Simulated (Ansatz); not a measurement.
# CaSe (Fm-3m): G0W0 and the treatment of frequencies and band sums

```
Ca Se
1.0
     0.00000    2.85640    2.85640
     2.85640    0.00000    2.85640
     2.85640    2.85640    0.00000
Ca Se
1 1
Cartesian
  0.0000 0.0000 0.0000
  2.8564 2.8564 2.8564
```

Held fixed (Ansatz):

```json
{
  "orbitals": "PBE",
  "datasets": "hard PAW set made for 700 eV",
  "k mesh": "4×4×4",
  "response cutoff": "200 eV",
  "wave cutoff": "700 eV",
  "spin-orbit coupling": "off"
}
```

The gap is read from Γ to k = (0, -0.5, -0.5), linearised, between the Kohn-Sham band edges among the points solved. ε∞ is the electronic dielectric constant on this mesh. Runs with cut sums weigh the q → 0 term analytically. The completed-sum build treats it its own way, which on a coarse mesh shifts the gap as well.

```csv
treatment,KS gap (eV),G0W0 gap (eV),ε∞
"contour deformation, sums cut at 300 empty bands",1.73,3.28,6.4
"plasmon pole fitted at 15.38i eV, sums cut at 300 empty bands",1.73,3.24,6.4
"contour deformation, 123 empty bands and completed sums (trial build, its own q → 0 term)",1.73,?,?
```

**Question.** Fill in the row for contour deformation, 123 empty bands and completed sums (trial build, its own q → 0 term).

**Answer.** G0W0 gap 3.35 eV, ε∞ 6.4.

The cell is a model at fixed atoms and needn't be the relaxed known crystal. Points k are given in fractions of the reciprocal vectors. The mesh is coarse, so these are values at the stated settings, not converged ones. Band sums or response are cut, so the gap isn't at its basis limit. The gap is read on the mesh, and the crystal's band edges can lie off it. Meshes this coarse can overestimate the dielectric constant by a tenth and more.
